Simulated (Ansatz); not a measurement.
Here is an Ansatz 0.2.0 calculation.

input.yaml

```yaml
crystal:
  lattice:
    - [0.0, 2.365, 2.365]
    - [2.365, 0.0, 2.365]
    - [2.365, 2.365, 0.0]
  atoms:
    - { symbol: Zr, position: [0.5, 0.5, 0.5] }
    - { symbol: C, position: [0.0, 0.0, 0.0] }
kpoints:
  mp_grid: { grid: [10, 10, 10] }
scf:
  occupations: { method: fermi_dirac, width: 0.05 }
hamiltonian:
  xc: pbesol
  pseudopotentials: { kind: all_electron, lapw: { basis_error: 0.001 } }
output:
  forces: true
  stress: true
relax:
  f_tol: 0.005
  max_steps: 60
  cell: { p_target: 5 }
```

Potentials or basis: all-electron LAPW, scalar-relativistic.

The run is started by

```bash
$ ansatz run input.yaml --threads 1 --pin off --max-ram 3072MiB --backend cpu --events-out ev --progress --plain --runs-dir out
```

What does it give for the relaxed volume?

12.47 Å³/atom.

Estimate the space group after relaxing (to 0.05 Å).

Fm-3m (No. 225).

Predict the relaxed cell.

a = 3.279 Å, b = 3.279 Å, c = 3.279 Å, α = 60.00°, β = 60.00°, γ = 60.00°.

Final structure:
```
Zr C
1.0
     0.00000    2.31895    2.31895
     2.31895    0.00000    2.31895
     2.31895    2.31895    0.00000
Zr C
1 1
Direct
  0.50000 0.50000 0.50000
  0.00000 0.00000 0.00000
```
